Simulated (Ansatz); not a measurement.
Runs of Ansatz 0.2.0 on TiO2 (Anatase). It takes space group I4_1/amd (No. 141, tetragonal). The conventional cell has a = 3.784 Å, b = 3.784 Å, c = 9.515 Å, α = 90.00°, β = 90.00°, γ = 90.00°. Ti (site symmetry -4m2) is surrounded by 6 O at 1.93 to 1.98 Å. Around O (site symmetry 2mm) lie 3 Ti at 1.93 to 1.98 Å. 

```tsv
task	level	potentials or basis	cell	cutoff (eV)	points for each segment of the path	gap on the mesh (eV)	pressure (GPa)	V0 of scaled cells (Å³/atom)	B0 (GPa)
equation of state	LDA	PseudoDojo LDA	as given	1143	-	-	-	11.00	(b)
band structure	PBE	Ansatz PAW	as given	420	14	2.14	5.2	-	-
equation of state	RPBE	Ansatz PAW	as given	420	-	-	-	11.89	(a)
relaxation of cell and atoms	r2SCAN+D4	Ansatz PAW	relaxed	500	-	2.55	0.0	-	-
```

Alike in all rows: no spin polarisation; k mesh 10 × 10 × 10; smearing fermi-dirac 0.05 eV.

**Question.** Fill in the values left out.

**Answer.** (a) 194; (b) 238.

Caveats: the cell was scaled at fixed shape and fractional positions, which overstates the stiffness of a crystal with free parameters, most of all of layers and chains (some runs); the potentials were made for another functional, which shifts forces and pressure (some runs); the plane-wave basis is chosen anew once the cell has moved, so the energies of steps on either side of that aren't comparable (some runs); the PAW data sets come from PBE, with cores solved anew for the run's functional, which leaves a small shift of forces and pressure (some runs).

A k mesh can miss the band edges.
